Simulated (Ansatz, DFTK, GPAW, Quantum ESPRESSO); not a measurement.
**One calculation of TaN, 6 ways**

```
Ta N
1.0
     0.00000    2.21132    2.21132
     2.21132    0.00000    2.21132
     2.21132    2.21132    0.00000
Ta N
1 1
Direct
  0.50000 0.50000 0.50000
  0.00000 0.00000 0.00000
```

The cell comes from a database or a generator and needn't be the stable form of this composition.

Alike in all runs: task band structure; functional PBEsol; k mesh 10 × 10 × 10; occupations fermi-dirac, width 0.05 eV; no spin polarisation; no spin-orbit coupling. Pressure is positive in compression and, in plane waves, holds the error of the finite cutoff, which Ansatz's Pulay term estimates and takes out.

| program and potentials | plane-wave cutoff (eV) | notes | pressure (GPa) |
| --- | --- | --- | --- |
| Quantum ESPRESSO, PseudoDojo 0.4.1 SR PBE standard | 1143 | potentials made for PBE; 9 valence electrons an atom on average | -10.05 |
| DFTK, SG15 1.2 (PBE) | 1225 | potentials made for PBE; 16 valence electrons an atom on average | ? |
| Ansatz, PAW datasets made for the crystal | 480 | 16 valence electrons an atom on average | -10.66 |
| Quantum ESPRESSO, PseudoDojo 0.4.1 SR PBEsol standard | 1143 | 9 valence electrons an atom on average | -11.15 |
| GPAW, PAW data sets generated for this functional | 800 | 9 valence electrons an atom on average | -11.09 |
| Ansatz, all-electron LAPW, scalar-relativistic | - | - | -10.66 |

Q: Estimate from the other rows what the run with DFTK, SG15 1.2 (PBE) gave.

A: Pressure -11.45 GPa. The other rows, which needn't bracket it: pressure -11.15 to -10.05.
